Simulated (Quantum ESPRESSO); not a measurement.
Runs of Quantum ESPRESSO 7.5 on HfO2. The structure is tetragonal, space group P4_2/nmc (No. 137). The conventional cell has a = 3.558 Å, b = 3.558 Å, c = 5.172 Å, α = 90.00°, β = 90.00°, γ = 90.00°. Around Hf (site symmetry -4m2) lie 4 O at 2.05 Å. Around O (site symmetry 2mm) lie 2 Hf at 2.05 Å. Measurements of this composition are mostly on another form, of space group No. 14.

```tsv
task	level	potentials or basis	k mesh	cutoff (eV)	SCF threshold	symmetry	form of the LDA correlation	mesh quality	gap on the mesh (eV)	pressure (GPa)	largest force (eV/Å)
single point	PBE	SSSP 1.3 efficiency PBE	8 × 8 × 5	816	1.2e-09 Ry	-	-	not flagged	(a)	7.9	(c)
band structure	r2SCAN	SG15 PBE 1.2	4 × 4 × 3	1197	1e-08 Ry	off	-	coarse	4.89	-2.9	0.15
dielectric tensor	PBEsol	GBRV 1.5 PBEsol	6 × 6 × 4, shifted	612	1.2e-09 Ry	-	-	not flagged	-	0.0	0.09
dielectric tensor	PBE	GBRV 1.5 PBE	6 × 6 × 4, shifted	612	1.2e-09 Ry	-	-	not flagged	-	8.2	0.14
band structure	LDA	GBRV 1.5 LDA	8 × 8 × 5	612	1.2e-09 Ry	-	PZ81	not flagged	4.59	-6.3	(b)
```

Alike in all rows: no spin polarisation; cell as given; smearing fermi-dirac 0.05 eV.

Estimate the missing entries.

(a) 4.79; (b) 0.04; (c) 0.08.

Caveats: some runs use coarse meshes; spin-orbit coupling is left out, which moves the levels of the heavy elements (some runs); an odd mesh through Γ misses points on the zone boundary, where band edges often lie (some runs); the potentials were made for another functional, which shifts forces and pressure (some runs); the cell is more than 3 GPa from zero pressure, which shifts response properties (some runs).

A k mesh can miss the band edges, and the runs leave out spin-orbit coupling on Hf.

Not every run made on this cell is shown here.
